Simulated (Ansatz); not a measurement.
Which YAML input does this script hand to the engine? (Ansatz's Python interface)

`elastic.py`:
```python
"""Stiffness tensor and moduli of CdS."""

import ansatz as az
import numpy as np

system = (
    az.Lattice.of([0.0, 2.753244, 2.753244], [2.753244, 0.0, 2.753244], [2.753244, 2.753244, 0.0])
    .atom("Cd", [0.0, 0.0, 0.0])
    .atom("S", [0.5, 0.5, 0.5])
)

calc = (
    system.calculation()
    .pseudopotentials("paw")
    .occupations(az.OccupationsMethod.FIXED)
    .scf(tolerance=1e-10)
    .functional("r2scan")
    .kpoints(8, 8, 8)
)
result = calc.elastic("clamped_ion").run(threads=1, backend="cpu")
elastic = result.elastic

print("C_ij (GPa), Voigt order xx yy zz yz xz xy")
for row in elastic.c_gpa:
    print(" ".join(f"{value:8.1f}" for value in row))
print("smallest eigenvalue of C:", round(elastic.stability.min_eigenvalue_gpa, 1), "GPa; tensor positive definite:", elastic.stability.min_eigenvalue_gpa > 0)
# averaged moduli need a positive definite tensor
if elastic.stability.min_eigenvalue_gpa > 0:
    m = elastic.moduli
    print(f"K = {m.k_hill_gpa:.1f}, G = {m.g_hill_gpa:.1f}, E = {m.youngs_gpa:.1f} GPa, Poisson ratio {m.poisson:.3f}, K/G = {m.k_hill_gpa / m.g_hill_gpa:.2f}")
    S = np.linalg.inv(elastic.c_gpa)
    print("Young modulus along x, y, z (GPa):", np.round(1 / np.diag(S)[:3], 1))
    print("linear compressibility along x, y, z (1/TPa):", np.round(1000 * S[:3, :3].sum(axis=1), 2))
```

Output of `python elastic.py`:
```text
DeckWarning: basis.ecutwfc = 500 eV, auto-derived from the records' recommended cutoffs: set by Cd (their level for a meta-GGA)
C_ij (GPa), Voigt order xx yy zz yz xz xy
   116.0     49.8     49.8     -0.0     -0.0     -0.0
    49.8    116.0     49.8     -0.0     -0.0      0.0
    49.8     49.8    116.0     -0.0      0.0     -0.0
    -0.0      0.0      0.0     36.8     -0.0     -0.0
    -0.0      0.0     -0.0      0.0     36.8      0.0
     0.0     -0.0      0.0     -0.0      0.0     36.8
smallest eigenvalue of C: 36.8 GPa; tensor positive definite: True
K = 71.9, G = 35.3, E = 90.9 GPa, Poisson ratio 0.289, K/G = 2.04
Young modulus along x, y, z (GPa): [86. 86. 86.]
linear compressibility along x, y, z (1/TPa): [4.64 4.64 4.64]
```
(Warnings from the package without file and line.)

`input.yaml`:
```yaml
crystal:
  lattice:
    - [0.0, 2.753244, 2.753244]
    - [2.753244, 0.0, 2.753244]
    - [2.753244, 2.753244, 0.0]
  atoms:
    - { symbol: Cd, position: [0.0, 0.0, 0.0] }
    - { symbol: S, position: [0.5, 0.5, 0.5] }
kpoints:
  mp_grid:
    grid: [8, 8, 8]
hamiltonian:
  xc: r2scan
  pseudopotentials:
    kind: paw
scf:
  convergence:
    dr2_threshold: 1.0e-10
  occupations:
    method: fixed
elastic:
  mode: clamped_ion
```

What to keep in mind:
- The Fermi level of a run with fixed occupations marks the highest occupied state on its mesh, not mid-gap.
- A positive definite tensor excludes instabilities under uniform strain alone; phonons elsewhere in the zone can still be imaginary.
- This is a high-temperature or high-pressure form, not the ambient phase.
- The cell stands under -2.2 GPa at these settings.
- The structure comes from a database of computed cells and needn't be a stable or known phase.
- The constants belong to the cell that was strained; where it wasn't relaxed first it may be under stress.
- Hardware and time: 39 s on 1 thread of Arm Neoverse V2, with other jobs on the host, peak memory 0.57 GiB.

(A comment or docstring line of the script was reworded after the run, the code is as it ran.)
